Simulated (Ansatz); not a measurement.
**SiO2: a jump of O**

The calculation used DFT PBE, scalar-relativistic, plane waves, PAW (Ansatz). (420 eV cutoff, 2×2×2 k-mesh, shifted by half a step, Gaussian smearing of 0.02 eV, no spin polarisation)

Host crystal, relaxed:

```yaml
crystal:
  lattice:
    - [-2.51315, 2.51315, 3.68587]
    - [2.51315, -2.51315, 3.68587]
    - [2.51315, 2.51315, -3.68587]
  atoms:
    - { symbol: Si, position: [0.00000, 0.00000, 0.00000] }
    - { symbol: Si, position: [0.75000, 0.25000, 0.50000] }
    - { symbol: O, position: [0.37500, 0.21748, 0.34248] }
    - { symbol: O, position: [0.96748, 0.62500, 0.84248] }
    - { symbol: O, position: [0.78252, 0.12500, 0.15752] }
    - { symbol: O, position: [0.87500, 0.03252, 0.65752] }
```

In a supercell of 24 host sites, interstitial O hops to an equivalent place, moving 1.61 Å between the relaxed ends. Climbing-image nudged elastic band at fixed cell with images 0 (start) to 6 (end), the path measured over all atoms, converged to 0.05 eV/Å; the order of the saddle wasn't checked, and the small cell leaves errors of about a tenth of an eV.

Supercell rows in host cell vectors: -1 1 0; -1 -1 -2; -1 -1 0. O was set at (0.250, 0.750, 0.500) of the host cell.

At the relaxed start O has 1 O at 1.50 Å, 1 Si at 1.67 Å.

(1) What barrier does the band give, and what surrounds the atom at the top?

Results:

(1) 0.30 eV at image 2, where O has 1 O at 1.43 Å, 1 Si at 1.66 Å, 2 O at 2.57 Å, 1 Si at 2.78 Å, 1 O at 2.83 Å. An image lies below the start, so the start isn't the lowest place along this path.

Cost: 1 run of about 90 core-minutes, on Arm Neoverse V1 (shared hosts).